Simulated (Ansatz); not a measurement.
A run of Ansatz 0.2.0 is set up as follows.

Contents of input.yaml:

```yaml
crystal:
  lattice:
    - [3.456, 0.0, 0.0]
    - [-1.728, 2.9929837955, 0.0]
    - [0.0, 0.0, 5.525]
  atoms:
    - { symbol: Tl, position: [0.6666666667, 0.3333333333, 0.75] }
    - { symbol: Tl, position: [0.3333333333, 0.6666666667, 0.25] }
hamiltonian:
  xc: pbe
  pseudopotentials: { kind: paw }
kpoints:
  mp_grid: { grid: [9, 9, 5] }
  band_path:
    path:
      - [[0.0, 0.0, 0.0], [0.5, 0.0, 0.0], [0.3333333333, 0.3333333333, 0.0], [0.0, 0.0, 0.0], [0.0, 0.0, 0.5], [0.5, 0.0, 0.5], [0.3333333333, 0.3333333333, 0.5], [0.0, 0.0, 0.5]]
      - [[0.5, 0.0, 0.5], [0.5, 0.0, 0.0]]
      - [[0.3333333333, 0.3333333333, 0.0], [0.3333333333, 0.3333333333, 0.5]]
    npoints: 14
scf:
  occupations: { method: fermi_dirac, width: 0.05 }
  n_extra_bands: 6
output:
  forces: true
  stress: true
  eigenvalues: true
  fatbands: true
```

Potentials or basis: Ansatz PAW.

Launch:

```console
$ ansatz run input.yaml --threads 2 --pin off --max-ram 5632MiB --backend cpu --events-out ev --progress --plain --runs-dir out
```

**Question.** Predict the pressure.

**Answer.** 3.4 GPa.

**Question.** Estimate the band gap on the k mesh.

**Answer.** None (metal or under the smearing width).

Stress tensor (GPa, compression positive):
```
2.97 0.00 0.00
0.00 2.97 0.00
0.00 0.00 4.34
```

Caveat: spin-orbit coupling is left out, which moves the levels of the heavy elements.
